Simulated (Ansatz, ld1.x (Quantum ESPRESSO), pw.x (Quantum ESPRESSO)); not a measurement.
# What a changed setting does to a pw.x run (diamond Al)

Potential: norm-conserving Troullier–Martins (Kleinman–Bylander form), ld1.x (Quantum ESPRESSO) 7.5, PBE; core [Ne], reference 3s1.5 3p1.5; waves: 3s (bound): rc 2.05 bohr; 3p (bound): rc 1.65 bohr; local part: all-electron potential smoothed inside 1.60 bohr (lloc = -2); core correction: none.

The reference run (k-mesh 8³, cutoffs 45/180 Ry, Fermi–Dirac 0.01 Ry, mixing_beta 0.4, conv_thr 1e-9, no spin) gives 0.35 GPa at 27.707 Å³/atom, where all-electron LAPW gives -0.02 GPa. This run, with its own iteration cap, changes nbnd to 6.

```
&control
  calculation='scf', prefix='x', pseudo_dir='./', outdir='./tmp', tstress=.true., disk_io='none'
/
&system
  ibrav=0, nat=2, ntyp=1, ecutwfc=45, ecutrho=180, nbnd=6,
  occupations='smearing', smearing='fd', degauss=0.01
/
&electrons
  conv_thr=1e-09, mixing_beta=0.4, electron_maxstep=50
/
ATOMIC_SPECIES
Al 1.0 Al.UPF
CELL_PARAMETERS angstrom
  0.00000000 3.02595990 3.02595990
  3.02595990 0.00000000 3.02595990
  3.02595990 3.02595990 0.00000000
ATOMIC_POSITIONS crystal
Al 0.0000 0.0000 0.0000
Al 0.2500 0.2500 0.2500
K_POINTS automatic
8 8 8 0 0 0
```

```bash
pw.x < Al.scf.in > Al.scf.out
```

Problem. How does the run end?

Solution. It converges in 7 iterations; the free energy moves by +0.0 meV/atom and the pressure by +0.00 GPa. The result is that of the reference run.

```
Message from routine setup:
     using ibrav=0 with symmetry is DISCOURAGED, use correct ibrav instead
     lattice parameter (alat)  =       8.0868  a.u.
     unit-cell volume          =     373.9522 (a.u.)^3
     number of electrons       =         6.00
     number of Kohn-Sham states=            6
     kinetic-energy cutoff     =      45.0000  Ry
     charge density cutoff     =     180.0000  Ry
     scf convergence threshold =      1.0E-09
     Exchange-correlation= PBE
     number of k points=    29  Fermi-Dirac smearing, width (Ry)=  0.0100
     iteration #  1     ecut=    45.00 Ry     beta= 0.40
     total energy              =      -8.19189769 Ry
     estimated scf accuracy    <       0.01586360 Ry
     iteration #  2     ecut=    45.00 Ry     beta= 0.40
     total energy              =      -8.19167486 Ry
     estimated scf accuracy    <       0.00489085 Ry
     iteration #  3     ecut=    45.00 Ry     beta= 0.40
     total energy              =      -8.19193625 Ry
     estimated scf accuracy    <       0.00006831 Ry
     iteration #  4     ecut=    45.00 Ry     beta= 0.40
     total energy              =      -8.19194832 Ry
     estimated scf accuracy    <       0.00000349 Ry
     iteration #  5     ecut=    45.00 Ry     beta= 0.40
     total energy              =      -8.19194890 Ry
     estimated scf accuracy    <       0.00000003 Ry
     iteration #  6     ecut=    45.00 Ry     beta= 0.40
     total energy              =      -8.19194892 Ry
     estimated scf accuracy    <       0.00000007 Ry
     iteration #  7     ecut=    45.00 Ry     beta= 0.40
     the Fermi energy is     2.7469 ev
!    total energy              =      -8.19194893 Ry
     estimated scf accuracy    <          3.6E-10 Ry
     smearing contrib. (-TS)   =      -0.00694718 Ry
     The total energy is F=E-TS. E is the sum of the following terms:
     one-electron contribution =       2.81050743 Ry
     hartree contribution      =       0.40646165 Ry
     xc contribution           =      -2.92362418 Ry
     ewald contribution        =      -8.47834665 Ry
     convergence has been achieved in   7 iterations
          total   stress  (Ry/bohr**3)                   (kbar)     P=        3.52
     Message from routine punch:
     Nothing written, as per user request (disk_io='none')
```

The run took about 5 s on one core of a shared host (Intel(R) Xeon(R) Platinum 8259CL CPU @ 2.50GHz, 96 threads, 755 GiB, load 39).
